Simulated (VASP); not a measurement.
# AlN in VASP: one cell, several levels of theory

What does VASP give for AlN in the wurtzite structure, under +1.0 % strain along z alone, the cell held fixed? Runs: PBE, r2SCAN.

The runs shown are made with VASP 6.6.1. PAW datasets, plane waves. (Simulation; spin polarisation is off.)

### 1 The system as given

The cell comes from an earlier relaxation with r2SCAN in another program, then strained, with the atoms relaxed again.

The symmetry is P6_3mc (No. 186, hexagonal); a = 3.107 Å, c = 5.028 Å in the conventional setting, 10.51 Å³ an atom. Near Al stand 4 N at 1.89–1.91 Å; near N stand 4 Al at 1.89–1.91 Å.

As a file:

Space group P6_3mc (No. 186). a = 3.107 Å, b = 3.107 Å, c = 5.028 Å, α = 90.00°, β = 90.00°, γ = 120.00°
```csv
atom,site,symmetry,x,y,z
Al,2b,3m.,0.3333,0.6667,0.9976
N,2b,3m.,0.3333,0.6667,0.3774
```

### 2 PBE at this geometry

Contents of INCAR:

```
ENCUT = 520.000000
SIGMA = 0.020000
EDIFF = 1.00e-07
GGA = PE
PREC = Accurate
IBRION = -1
ISIF = 2
ISMEAR = -1
NBANDS = 16
NELM = 120
NSW = 0
LASPH = .TRUE.
LCHARG = .FALSE.
LWAVE = .FALSE.
LREAL = .FALSE.
```

Contents of KPOINTS:

```
KPOINTS created by Atomic Simulation Environment
0
Gamma
12 12 6
0 0 0
```

Contents of KPOINTS_OPT:

```
special points
6
Reciprocal
0.0000000000 0.0000000000 0.0000000000 1
0.5000000000 0.0000000000 0.0000000000 1
0.3333333333 0.3333333333 0.0000000000 1
0.0000000000 0.0000000000 0.5000000000 1
0.5000000000 0.0000000000 0.5000000000 1
0.3333333333 0.3333333333 0.5000000000 1
```

Contents of POSCAR:

```
Al N
 1.0000000000000000
     3.1066937601931870    0.0000000000000000    0.0000000000000000
    -1.5533468800965935    2.6904757181059007    0.0000000000000000
     0.0000000000000000    0.0000000000000000    5.0283774674000004
 Al  N
   2   2
Cartesian
  0.0000000000000001  1.7936504787372671 -0.0121858867581910
  1.5533468800965935  0.8968252393686336  2.5020028469418096
  0.0000000000000001  1.7936504787372671  1.8978274370331916
  1.5533468800965935  0.8968252393686336  4.4120161707331924
```

Potentials: the recommended PBE PAW datasets, 16 valence electrons in the neutral cell.

Command:

```sh
mpirun -np 1 vasp_std
```

Printed to the terminal (iteration lines stand in OSZICAR):

```text
POSCAR found type information on POSCAR AlN
 POSCAR found :  2 types and       4 ions
 LDA part: xc-table for (Slater+PW92), standard interpolation
 POSCAR, INCAR and KPOINTS ok, starting setup
 FFT: planning ... GRIDC
 FFT: planning ... GRID_SOFT
 FFT: planning ... GRID
 WAVECAR not read
 entering main loop
 Start KPOINTS_OPT (optional k-point list driver)
k-point batch [1-6\6]
```

OSZICAR:

```text
N       E                     dE             d eps       ncg     rms          rms(c)
DAV:   1     0.422879408805E+02    0.42288E+02   -0.73160E+03  2432   0.897E+02
DAV:   2    -0.309596198384E+02   -0.73248E+02   -0.67401E+02  3440   0.187E+02
DAV:   3    -0.344800712678E+02   -0.35205E+01   -0.35106E+01  2928   0.423E+01
DAV:   4    -0.345013181864E+02   -0.21247E-01   -0.21245E-01  3168   0.376E+00
DAV:   5    -0.345016007291E+02   -0.28254E-03   -0.28254E-03  2920   0.433E-01    0.122E+01
DAV:   6    -0.297611183061E+02    0.47405E+01   -0.10710E+01  2888   0.237E+01    0.415E+00
DAV:   7    -0.297860787567E+02   -0.24960E-01   -0.67117E-01  2640   0.576E+00    0.294E+00
DAV:   8    -0.297786711849E+02    0.74076E-02   -0.60548E-02  2768   0.226E+00    0.596E-01
DAV:   9    -0.297736646967E+02    0.50065E-02   -0.12129E-02  3208   0.810E-01    0.248E-01
DAV:  10    -0.297742877840E+02   -0.62309E-03   -0.22559E-03  2696   0.299E-01    0.133E-01
DAV:  11    -0.297742062416E+02    0.81542E-04   -0.17461E-04  2864   0.101E-01    0.332E-02
DAV:  12    -0.297742092802E+02   -0.30386E-05   -0.11699E-05  2672   0.274E-02    0.728E-03
DAV:  13    -0.297742090898E+02    0.19038E-06   -0.40890E-06  2928   0.155E-02    0.563E-03
DAV:  14    -0.297742090997E+02   -0.98979E-08   -0.31968E-07  2792   0.479E-03
   1 F= -.29774209E+02 E0= -.29774209E+02  d E =-.171295E-11
       N       E                     dE             ncg
DAV:   1     0.277979389130E+04   -0.23121E+04      192
DAV:   2     0.240875513050E+04   -0.37104E+03      264
DAV:   3     0.239234343881E+04   -0.16412E+02      240
DAV:   4     0.239223326945E+04   -0.11017E+00      224
DAV:   5     0.239223160444E+04   -0.16650E-02      240
DAV:   6     0.239223156497E+04   -0.39469E-04      232
DAV:   7     0.239223156385E+04   -0.11202E-05      240
DAV:   8     0.239223156382E+04   -0.31625E-07      200
```

The lines after F= are the extra pass for the points of KPOINTS_OPT, at fixed density; their E is not a total energy.

OUTCAR, selected sections:

```text
k-points           NKPTS =     76   k-points in BZ     NKDIM =     76   number of bands    NBANDS=     16

   NELECT =      16.0000    total number of electrons

   dimension x,y,z NGX =    24 NGY =   24 NGZ =   40
   dimension x,y,z NGXF=    48 NGYF=   48 NGZF=   80

  energy-cutoff  :      520.00
  volume of cell :       42.03
      direct lattice vectors                 reciprocal lattice vectors
     3.106693760  0.000000000  0.000000000     0.321885605  0.185840741  0.000000000
    -1.553346880  2.690475718  0.000000000     0.000000000  0.371681481  0.000000000
     0.000000000  0.000000000  5.028377467     0.000000000  0.000000000  0.198871307

 k-points in reciprocal lattice and weights: KPOINTS created by Atomic Simulation Env
   0.00000000  0.00000000  0.00000000       0.001
   0.08333333  0.00000000  0.00000000       0.007
   0.16666667  0.00000000  0.00000000       0.007
   0.25000000  0.00000000  0.00000000       0.007
   0.33333333  0.00000000  0.00000000       0.007
   0.41666667 -0.00000000  0.00000000       0.007
   0.50000000  0.00000000  0.00000000       0.003
   0.08333333  0.08333333  0.00000000       0.007
[... 68 more k-points ...]

 E-fermi :   6.4487

 k-point     1 :       0.0000    0.0000    0.0000
  band No.  band energies     occupation
      1      -9.0560      2.00000
      2      -6.9728      2.00000
      3       0.0884      2.00000
      4       5.2863      2.00000
      5       5.2863      2.00000
      6       5.9055      2.00000
      7       5.9055      2.00000
      8       6.0292      2.00000
      9      10.2327      0.00000
     10      12.7967      0.00000
     11      16.5805      0.00000
     12      17.3030      0.00000
     13      17.3030      0.00000
     14      18.9231      0.00000
     15      19.2382      0.00000
     16      19.2382      0.00000

 k-point     2 :       0.0833    0.0000    0.0000
  band No.  band energies     occupation
      1      -8.9674      2.00000
      2      -6.9213      2.00000
      3       0.1943      2.00000
      4       4.8709      2.00000
      5       5.1699      2.00000
      6       5.4876      2.00000
      7       5.8903      2.00000
      8       5.9942      2.00000
      9      10.6512      0.00000
     10      13.1671      0.00000
     11      16.2226      0.00000
     12      16.6894      0.00000
     13      17.5587      0.00000
     14      18.8407      0.00000
     15      19.1325      0.00000
     16      19.3021      0.00000

 k-point     3 :       0.1667    0.0000    0.0000
  band No.  band energies     occupation
      1      -8.7090      2.00000
      2      -6.7798      2.00000
      3       0.5066      2.00000
      4       3.8580      2.00000
      5       4.6048      2.00000
      6       4.8964      2.00000
      7       5.8183      2.00000
      8       5.8695      2.00000
      9      11.5042      0.00000
     10      13.8593      0.00000
     11      15.2025      0.00000
     12      15.8889      0.00000
     13      18.2295      0.00000
     14      18.3527      0.00000
     15      18.4538      0.00000
     16      18.8935      0.00000

 k-point     4 :       0.2500    0.0000    0.0000
  band No.  band energies     occupation
      1      -8.3068      2.00000
      2      -6.5909      2.00000
      3       1.0064      2.00000
      4       2.6771      2.00000
      5       3.6334      2.00000
      6       4.5819      2.00000
      7       5.6178      2.00000
      8       5.6898      2.00000
      9      12.2252      0.00000
     10      13.7007      0.00000
     11      14.1209      0.00000
     12      16.1493      0.00000
     13      17.6735      0.00000
     14      18.0222      0.00000
     15      18.0876      0.00000
     16      19.4273      0.00000

 k-point     5 :       0.3333    0.0000    0.0000
  band No.  band energies     occupation
      1      -7.8140      2.00000
      2      -6.4299      2.00000
      3       1.5999      2.00000
      4       1.6825      2.00000
      5       2.7643      2.00000
      6       4.3083      2.00000
      7       5.2011      2.00000
      8       5.5493      2.00000
      9      12.3167      0.00000
     10      12.7343      0.00000
     11      13.9946      0.00000
     12      16.3982      0.00000
     13      17.4636      0.00000
     14      17.8211      0.00000
     15      18.0806      0.00000
     16      20.5049      0.00000

[... the tables of k-points 6 to 76 left out ...]

  Total        0.8883115      0.8883115      0.1371928      0.0000000      0.0000000      0.0000000
  in kB       33.8626117     33.8626117      5.2298178      0.0000000      0.0000000      0.0000000
  external PRESSURE =      24.3183471 kB  Pullay stress =       0.0000000 kB

 POSITION                                       TOTAL-FORCE (eV/Angst)
 -----------------------------------------------------------------------------------
      0.00000      1.79365      5.01619         0.000000     -0.000000     -0.000724
      1.55335      0.89683      2.50200        -0.000000      0.000000     -0.000724
      0.00000      1.79365      1.89783        -0.000000      0.000000      0.000724
      1.55335      0.89683      4.41202         0.000000      0.000000      0.000724
 -----------------------------------------------------------------------------------
    total drift:                               -0.000000     -0.000000      0.001083

  FREE ENERGIE OF THE ION-ELECTRON SYSTEM (eV)
  ---------------------------------------------------
  free  energy   TOTEN  =       -29.7742090997 eV

  energy  without entropy=      -29.7742090997  energy(sigma->0) =      -29.77420910
```

Run time: 35 s. Hardware: 1 MPI rank of Intel Xeon Platinum 8488C, shared host; peak memory 0.2 GiB.

The levels at the points of KPOINTS_OPT are read from vasprun.xml.

Band energies at the special points (eV, zero at the top of v, the last band that the electrons fill by count):

```
point    v−1      v     c   c+1
    Γ  -0.12   0.00  4.20  6.77
    M  -1.72  -0.62  5.77  5.91
    K  -2.32  -2.32  5.05  8.41
    A  -0.44  -0.44  6.51  6.51
    L  -1.34  -1.34  5.31  5.31
    H  -0.78  -0.78  7.41  7.41
```

PBE gives a direct gap of 4.20 eV at Γ. The pressure is 2.43 GPa; the forces vanish within 0.01 eV/Å.

### 3 Single point with r2SCAN

Contents of INCAR:

```
ENCUT = 520.000000
SIGMA = 0.010000
EDIFF = 1.00e-07
ALGO = Normal
METAGGA = R2SCAN
PREC = Accurate
IBRION = -1
ISIF = 2
ISMEAR = 0
NBANDS = 16
NELM = 120
NSW = 0
LASPH = .TRUE.
LCHARG = .FALSE.
LWAVE = .FALSE.
LREAL = .FALSE.
```

KPOINTS is that of step 2.

KPOINTS_OPT is that of step 2.

POSCAR is that of step 2.

Command:

```sh
mpirun -np 1 vasp_std
```

Printed to the terminal (iteration lines stand in OSZICAR):

```text
POSCAR found type information on POSCAR AlN
 POSCAR found :  2 types and       4 ions
 -----------------------------------------------------------------------------
|                                                                             |
|                                                                             |
|     You enforced a specific xc type in the INCAR file but a different       |
|     I HOPE YOU KNOW WHAT YOU ARE DOING!                                     |
|                                                                             |
 -----------------------------------------------------------------------------

 LDA part: xc-table for (None), standard interpolation
 POSCAR, INCAR and KPOINTS ok, starting setup
 FFT: planning ... GRIDC
 FFT: planning ... GRID_SOFT
 FFT: planning ... GRID
 WAVECAR not read
 entering main loop
 Start KPOINTS_OPT (optional k-point list driver)
k-point batch [1-6\6]
```

OSZICAR:

```text
N       E                     dE             d eps       ncg     rms          rms(c)
DAV:   1     0.323465739246E+02    0.32347E+02   -0.75714E+03  2432   0.928E+02
DAV:   2    -0.434078333762E+02   -0.75754E+02   -0.69686E+02  3440   0.194E+02
DAV:   3    -0.470695357278E+02   -0.36617E+01   -0.36513E+01  2944   0.440E+01
DAV:   4    -0.470927499705E+02   -0.23214E-01   -0.23213E-01  3160   0.400E+00
DAV:   5    -0.470930772827E+02   -0.32731E-03   -0.32731E-03  2952   0.475E-01    0.125E+01
DAV:   6    -0.381348239459E+02    0.89583E+01   -0.82516E+00  2760   0.203E+01    0.512E+00
DAV:   7    -0.384100444649E+02   -0.27522E+00   -0.11917E+00  3016   0.721E+00    0.336E+00
DAV:   8    -0.384589638911E+02   -0.48919E-01   -0.68891E-02  2512   0.267E+00    0.881E-01
DAV:   9    -0.384507115688E+02    0.82523E-02   -0.18330E-02  3184   0.109E+00    0.203E-01
DAV:  10    -0.384512312577E+02   -0.51969E-03   -0.20799E-03  2808   0.306E-01    0.984E-02
DAV:  11    -0.384511594518E+02    0.71806E-04   -0.11968E-04  3184   0.882E-02    0.235E-02
DAV:  12    -0.384511598901E+02   -0.43835E-06   -0.77696E-06  2640   0.222E-02    0.113E-02
DAV:  13    -0.384511559919E+02    0.38982E-05   -0.44769E-06  2984   0.168E-02    0.202E-03
DAV:  14    -0.384511547728E+02    0.12191E-05   -0.26916E-07  2648   0.444E-03    0.119E-03
DAV:  15    -0.384511547593E+02    0.13527E-07   -0.91064E-09  1544   0.763E-04
   1 F= -.38451155E+02 E0= -.38451155E+02  d E =-.277279E-21
       N       E                     dE             ncg
DAV:   1     0.275224747263E+04   -0.23396E+04      192
DAV:   2     0.236233487652E+04   -0.38991E+03      264
DAV:   3     0.234538418554E+04   -0.16951E+02      240
DAV:   4     0.234526694293E+04   -0.11724E+00      224
DAV:   5     0.234526492494E+04   -0.20180E-02      248
DAV:   6     0.234526487178E+04   -0.53157E-04      224
DAV:   7     0.234526487013E+04   -0.16501E-05      256
DAV:   8     0.234526487007E+04   -0.54809E-07      184
```

Parts of OUTCAR:

```text
k-points           NKPTS =     76   k-points in BZ     NKDIM =     76   number of bands    NBANDS=     16

   NELECT =      16.0000    total number of electrons

   dimension x,y,z NGX =    24 NGY =   24 NGZ =   40
   dimension x,y,z NGXF=    48 NGYF=   48 NGZF=   80

  energy-cutoff  :      520.00
  volume of cell :       42.03
      direct lattice vectors                 reciprocal lattice vectors
     3.106693760  0.000000000  0.000000000     0.321885605  0.185840741  0.000000000
    -1.553346880  2.690475718  0.000000000     0.000000000  0.371681481  0.000000000
     0.000000000  0.000000000  5.028377467     0.000000000  0.000000000  0.198871307

 k-points in reciprocal lattice and weights: KPOINTS created by Atomic Simulation Env
   0.00000000  0.00000000  0.00000000       0.001
   0.08333333  0.00000000  0.00000000       0.007
   0.16666667  0.00000000  0.00000000       0.007
   0.25000000  0.00000000  0.00000000       0.007
   0.33333333  0.00000000  0.00000000       0.007
   0.41666667 -0.00000000  0.00000000       0.007
   0.50000000  0.00000000  0.00000000       0.003
   0.08333333  0.08333333  0.00000000       0.007
[... 68 more k-points ...]

 E-fermi :   5.8213

 k-point     1 :       0.0000    0.0000    0.0000
  band No.  band energies     occupation
      1     -10.0959      2.00000
      2      -8.0458      2.00000
      3      -0.2374      2.00000
      4       4.9963      2.00000
      5       4.9963      2.00000
      6       5.6266      2.00000
      7       5.6266      2.00000
      8       5.7599      2.00000
      9      10.6386      0.00000
     10      13.3643      0.00000
     11      17.2825      0.00000
     12      17.8927      0.00000
     13      17.8927      0.00000
     14      19.6087      0.00000
     15      19.9121      0.00000
     16      19.9121      0.00000

 k-point     2 :       0.0833    0.0000    0.0000
  band No.  band energies     occupation
      1     -10.0070      2.00000
      2      -7.9948      2.00000
      3      -0.1294      2.00000
      4       4.5843      2.00000
      5       4.8780      2.00000
      6       5.2175      2.00000
      7       5.6117      2.00000
      8       5.7243      2.00000
      9      11.0539      0.00000
     10      13.7405      0.00000
     11      16.8743      0.00000
     12      17.2699      0.00000
     13      18.1636      0.00000
     14      19.5319      0.00000
     15      19.8323      0.00000
     16      19.9631      0.00000

 k-point     3 :       0.1667    0.0000    0.0000
  band No.  band energies     occupation
      1      -9.7486      2.00000
      2      -7.8552      2.00000
      3       0.1886      2.00000
      4       3.5705      2.00000
      5       4.3312      2.00000
      6       4.5997      2.00000
      7       5.5396      2.00000
      8       5.5980      2.00000
      9      11.9249      0.00000
     10      14.4426      0.00000
     11      15.7425      0.00000
     12      16.4864      0.00000
     13      18.8944      0.00000
     14      19.0638      0.00000
     15      19.0990      0.00000
     16      19.4528      0.00000

 k-point     4 :       0.2500    0.0000    0.0000
  band No.  band energies     occupation
      1      -9.3482      2.00000
      2      -7.6700      2.00000
      3       0.6966      2.00000
      4       2.3785      2.00000
      5       3.3431      2.00000
      6       4.2791      2.00000
      7       5.3449      2.00000
      8       5.4099      2.00000
      9      12.6757      0.00000
     10      14.1940      0.00000
     11      14.6461      0.00000
     12      16.8299      0.00000
     13      18.2860      0.00000
     14      18.5934      0.00000
     15      18.8200      0.00000
     16      20.1132      0.00000

 k-point     5 :       0.3333    0.0000    0.0000
  band No.  band energies     occupation
      1      -8.8616      2.00000
      2      -7.5129      2.00000
      3       1.3063      2.00000
      4       1.3640      2.00000
      5       2.4579      2.00000
      6       3.9998      2.00000
      7       4.9291      2.00000
      8       5.2674      2.00000
      9      12.7770      0.00000
     10      13.1497      0.00000
     11      14.5455      0.00000
     12      17.0861      0.00000
     13      18.0010      0.00000
     14      18.5231      0.00000
     15      18.8024      0.00000
     16      21.3047      0.00000

[... the tables of k-points 6 to 76 left out ...]

  Total       -0.3614854     -0.3614854     -1.1129786      0.0000000      0.0000000     -0.0000000
  in kB      -13.7798969    -13.7798969    -42.4269677      0.0000000      0.0000000     -0.0000000
  external PRESSURE =     -23.3289205 kB  Pullay stress =       0.0000000 kB

 POSITION                                       TOTAL-FORCE (eV/Angst)
 -----------------------------------------------------------------------------------
      0.00000      1.79365      5.01619        -0.000000      0.000000     -0.001146
      1.55335      0.89683      2.50200         0.000000      0.000000     -0.001146
      0.00000      1.79365      1.89783         0.000000     -0.000000      0.001146
      1.55335      0.89683      4.41202         0.000000     -0.000000      0.001146
 -----------------------------------------------------------------------------------
    total drift:                               -0.000000     -0.000000     -0.014919

  FREE ENERGIE OF THE ION-ELECTRON SYSTEM (eV)
  ---------------------------------------------------
  free  energy   TOTEN  =       -38.4511547593 eV

  energy  without entropy=      -38.4511547593  energy(sigma->0) =      -38.45115476
```

Wall time 99 s (1 MPI rank of Intel Xeon Platinum 8488C, shared host); peak memory 0.21 GiB.

The levels at the points of KPOINTS_OPT are read from vasprun.xml.

Levels at the named points, in eV from the top of band v (v: the last filled band by count, c: the next):

```
point    v−1      v     c   c+1
    Γ  -0.13   0.00  4.88  7.60
    M  -1.71  -0.64  6.41  6.63
    K  -2.34  -2.34  5.68  9.20
    A  -0.46  -0.46  7.26  7.26
    L  -1.36  -1.36  5.99  5.99
    H  -0.79  -0.79  8.12  8.12
```

The r2SCAN gap is 4.88 eV, direct at Γ. The pressure is -2.33 GPa; the forces vanish within 0.01 eV/Å.

### 4 What came out

```
 level  gap (eV)  pressure (GPa)
   PBE      4.20            2.43
r2SCAN      4.88           -2.33
```

What this shows: The gap runs from 4.20 eV (PBE) to 4.88 eV (r2SCAN). At this one volume the pressure spans -2.3 GPa (r2SCAN) to 2.4 GPa (PBE): PBE wants the largest cell and r2SCAN the smallest.
